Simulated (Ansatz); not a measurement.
# InP (rocksalt type): the cost of one run

Computed with Ansatz 0.2.0 (DFT PBE, with the methods named in each step, unless a step's input says otherwise).

## Step 1: The structure to begin with

Symmetry: Fm-3m, No. 225, cubic system. Conventional cell: a = 5.142 Å, b = 5.142 Å, c = 5.142 Å, α = 90.00°, β = 90.00°, γ = 90.00°. In (site symmetry m-3m) has 6 P at 2.57 Å as nearest neighbours. Around P (site symmetry m-3m) lie 6 In at 2.57 Å.

Structure file:

```
In P
1.0
     0.00000    2.57080    2.57080
     2.57080    0.00000    2.57080
     2.57080    2.57080    0.00000
In P
1 1
Cartesian
  0.0000 0.0000 0.0000
  2.5708 2.5708 2.5708
```

Whether this phase is the stable one at these pressures isn't tested.

Atoms are numbered in the order of the input: In1, P2.

## Step 2: Cell relaxed at zero pressure, PAW

File input.yaml:

```yaml
crystal:
  lattice:
    - [0.0, 2.5708039839, 2.5708039839]
    - [2.5708039839, 0.0, 2.5708039839]
    - [2.5708039839, 2.5708039839, 0.0]
  atoms:
    - { symbol: In, position: [0.0, 0.0, 0.0] }
    - { symbol: P, position: [0.5, 0.5, 0.5] }
kpoints:
  mp_grid: { grid: [13, 13, 13] }
scf:
  occupations: { method: fermi_dirac, width: 0.05 }
hamiltonian:
  xc: pbe
  pseudopotentials: { kind: paw }
output:
  forces: true
  stress: true
relax:
  f_tol: 0.005
  max_steps: 40
  cell: {}
```

Launch:

```
> ansatz run input.yaml --threads 1 --pin off --max-ram 2048MiB --backend cpu --events-out ev --progress --plain --runs-dir out
```

**Question.** How long does this run take on 1 thread of Arm Neoverse V1, shared host, and how much memory does it need?

About 18 s, with a peak of 0.34 GiB.
